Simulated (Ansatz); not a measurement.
Li2S (started from an entry of an open crystallographic database), relaxed with r2SCAN in Ansatz. The symmetry is Fm-3m (No. 225, cubic); a = 5.691 Å in the conventional setting, 15.36 Å³ an atom. Around Li lie 4 S at 2.46 Å; around S lie 8 Li at 2.46 Å.

The axes x, y and z are those of this cell:
```xyz
3
Lattice="0.0000 2.8453 2.8453 2.8453 0.0000 2.8453 2.8453 2.8453 0.0000" Properties=species:S:1:pos:R:3 pbc="T T T"
Li    1.4226    1.4226    1.4226
Li    4.2679    4.2679    4.2679
S     0.0000    0.0000    0.0000
```

Unstrained: PBE gives an indirect gap of 3.389 eV, from Γ to X; the least direct gap is 4.286 eV at Γ. r2SCAN gives an indirect gap of 3.874 eV, from Γ to X; the least direct gap is 4.958 eV at Γ. The HSE06 gap is indirect, 4.335 eV (Γ to X), below the direct gap of 5.342 eV at Γ. Meshes: PBE 8×8×8, r2SCAN 8×8×8, HSE06 6×6×6. Strains are changes of length per length. After each strain the atoms were relaxed again with r2SCAN within the symmetry that the strain leaves, so tilts or polar shifts that break it weren't tested; points keep the names that they have in the unstrained zone. Spin-unpolarised throughout; all numbers are computed.

Task: Estimate what isotropic +2.62 % on every length does to the gap.

Result: PBE: the gap goes from 3.389 to 3.429 eV (+0.040 eV). r2SCAN: the gap goes from 3.874 to 3.911 eV (+0.037 eV). HSE06: the gap goes from 4.335 to 4.369 eV (+0.034 eV). The r2SCAN energy rises by 11.6 meV an atom.

Task: Estimate what uniaxial +1.02 % along x, other directions held does to the gap.

Result: PBE: the gap goes from 3.389 to 3.370 eV (-0.019 eV); with r2SCAN the top three valence levels at Γ, degenerate before, become 2+1 from the top over 34 meV. r2SCAN: the gap goes from 3.874 to 3.854 eV (-0.020 eV). HSE06: the gap goes from 4.335 to 4.315 eV (-0.020 eV). The r2SCAN energy rises by 0.4 meV an atom.

The meshes of the hybrids are coarse, so their gaps aren't converged to the digits shown.

The splittings at Γ are without spin-orbit coupling, which regroups them where it is of like size or larger.
